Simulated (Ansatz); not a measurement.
A calculation with Ansatz 0.2.0 of Ge (native input, structure typed inline):

The input input.yaml:

```yaml
crystal:
  lattice:
    - [0.0, 2.82891, 2.82891]
    - [2.82891, 0.0, 2.82891]
    - [2.82891, 2.82891, 0.0]
  atoms:
    - { symbol: Ge, position: [0.755298, 0.743814, 0.743419], spin: 0.5 }
    - { symbol: Ge, position: [0.502752, 0.493019, 0.502597], spin: -0.5 }
hamiltonian:
  xc: lda
  pseudopotentials: { kind: paw, partial_waves: polarizable }
  dispersion: d3bj
magnetization:
  spin_polarized: true
kpoints:
  mp_grid: { grid: [6, 6, 6] }
scf:
  occupations: { method: fermi_dirac, width: 0.05 }
output:
  forces: true
  stress: true
  eigenvalues: true
  write_density: true
  write_potential: true
  elf: true
  volumetric_format: npy
```

Potentials or basis: Ansatz PAW polarizable.

The run is started by

```bash
$ ansatz run input.yaml --threads 1 --pin off --max-ram 2560MiB --backend cpu --events-out ev --progress --plain --runs-dir out
```

The cell isn't the ideal one: atoms moved at random, drawn with an rms of 0.02 Å.

Task: Write the same calculation in another form: native input, Cartesian positions.

Result: As run:

File input.yaml:

```yaml
crystal:
  lattice:
    - [0.0, 2.82891, 2.82891]
    - [2.82891, 0.0, 2.82891]
    - [2.82891, 2.82891, 0.0]
  atoms:
    - { symbol: Ge, spin: 0.5, position_ang: [4.207248306, 4.239735508, 4.240852928] }
    - { symbol: Ge, spin: -0.5, position_ang: [2.816508059, 2.84404184, 2.81694654] }
hamiltonian:
  xc: lda
  pseudopotentials: { kind: paw, partial_waves: polarizable }
  dispersion: d3bj
magnetization:
  spin_polarized: true
kpoints:
  mp_grid: { grid: [6, 6, 6] }
scf:
  occupations: { method: fermi_dirac, width: 0.05 }
output:
  forces: true
  stress: true
  eigenvalues: true
  write_density: true
  write_potential: true
  elf: true
  volumetric_format: npy
```

Potentials or basis: Ansatz PAW polarizable.

Launch:

```sh
$ ansatz run input.yaml --threads 1 --pin off --max-ram 2560MiB --backend cpu --events-out ev --progress --plain --runs-dir out
```

Both were run:

|  | native input, structure typed inline | native input, Cartesian positions |
| --- | --- | --- |
| Pressure | -3.3 GPa | -3.3 GPa |
| Largest force | 0.303 eV/Å | 0.303 eV/Å |
| Band gap on the k mesh | none (metal or under the smearing width) | none (metal or under the smearing width) |
| Net moment | 0.00 μB per cell | 0.00 μB per cell |
| Absolute moment | 0.00 μB per cell | 0.00 μB per cell |

Keys that steer only the numerical path or the files written may differ.

Caveat: pairwise dispersion overbinds metals, which lowers pressure and volume; the PAW data sets come from PBE, with cores solved anew for the run's functional, which leaves a small shift of forces and pressure; the dispersion damping was fitted for another functional or another form of the correction; the starting moments weren't kept.
